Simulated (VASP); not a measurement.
Input of a VASP 6.6.1 run:

The input POSCAR:

```
WS2
1.0
    3.1835163552      0.0000000000      0.0000000000
   -1.5917581776      2.7570060369      0.0000000000
    0.0000000000      0.0000000000     16.9505778900
W S
1 2
Direct
    0.0000000000      0.0000000000      0.0000000000
    0.3333333333      0.6666666667      0.0920005100
    0.3333333333      0.6666666667      0.9079994900
```

File INCAR.step1:

```
SYSTEM = WS2
PREC = Accurate
ENCUT = 520
EDIFF = 1E-5
ISMEAR = 0
SIGMA = 0.02
LREAL = .FALSE.
LASPH = .TRUE.
NELM = 60
ALGO = Normal
ISIF = 2
LWAVE = .TRUE.
LCHARG = .FALSE.
LMAXMIX = 4
GGA = PE
KPAR = 4
```

Contents of INCAR.step2:

```
SYSTEM = WS2
PREC = Accurate
ENCUT = 520
EDIFF = 1E-7
ISMEAR = 0
SIGMA = 0.02
LREAL = .FALSE.
LASPH = .TRUE.
NELM = 60
ALGO = Normal
ISIF = 2
LWAVE = .FALSE.
LCHARG = .FALSE.
LMAXMIX = 4
GGA = PE
LHFCALC = .TRUE.
HFSCREEN = 0.3
PRECFOCK = Fast
ISTART = 1
KPAR = 4
```

File KPOINTS:

```
regular mesh
0
G
  6 6 1
  0 0 0
```

The input KPOINTS_OPT:

```
path GMKGALHA,LM,KH
8
line-mode
reciprocal
 0.0000000000  0.0000000000  0.0000000000  G
 0.5000000000  0.0000000000  0.0000000000  M

 0.5000000000  0.0000000000  0.0000000000  M
 0.3333333333  0.3333333333  0.0000000000  K

 0.3333333333  0.3333333333  0.0000000000  K
 0.0000000000  0.0000000000  0.0000000000  G

 0.0000000000  0.0000000000  0.0000000000  G
 0.0000000000  0.0000000000  0.5000000000  A

 0.0000000000  0.0000000000  0.5000000000  A
 0.5000000000  0.0000000000  0.5000000000  L

 0.5000000000  0.0000000000  0.5000000000  L
 0.3333333333  0.3333333333  0.5000000000  H

 0.3333333333  0.3333333333  0.5000000000  H
 0.0000000000  0.0000000000  0.5000000000  A

 0.5000000000  0.0000000000  0.5000000000  L
 0.5000000000  0.0000000000  0.0000000000  M

 0.3333333333  0.3333333333  0.0000000000  K
 0.3333333333  0.3333333333  0.5000000000  H
```

Potentials or basis: VASP PAW PBE potentials, release 64 (W_sv, S).

Command:

```console
$ cat potpaw_PBE.64/W_sv/POTCAR potpaw_PBE.64/S/POTCAR > POTCAR
$ cp INCAR.step1 INCAR
$ mpirun -np 4 vasp_std > vasp.out
$ cp INCAR.step2 INCAR
$ mpirun -np 4 vasp_std > vasp.out
```

Problem. Estimate the band gap on the k mesh.

Solution. 2.13 eV, direct.

Problem. Estimate the largest force.

Solution. 0.247 eV/Å.

Problem. Estimate the band gap along the path.

Solution. 2.13 eV, direct.

Forces in eV/Å, atoms in the order of the input:
```
W    0.000  0.000  0.000
S    0.000  0.000 -0.247
S    0.000  0.000  0.247
```

Caveat: the PAW data sets were made with another functional, which shifts forces and pressure a little; spin-orbit coupling is left out, which moves the levels of the heavy elements.
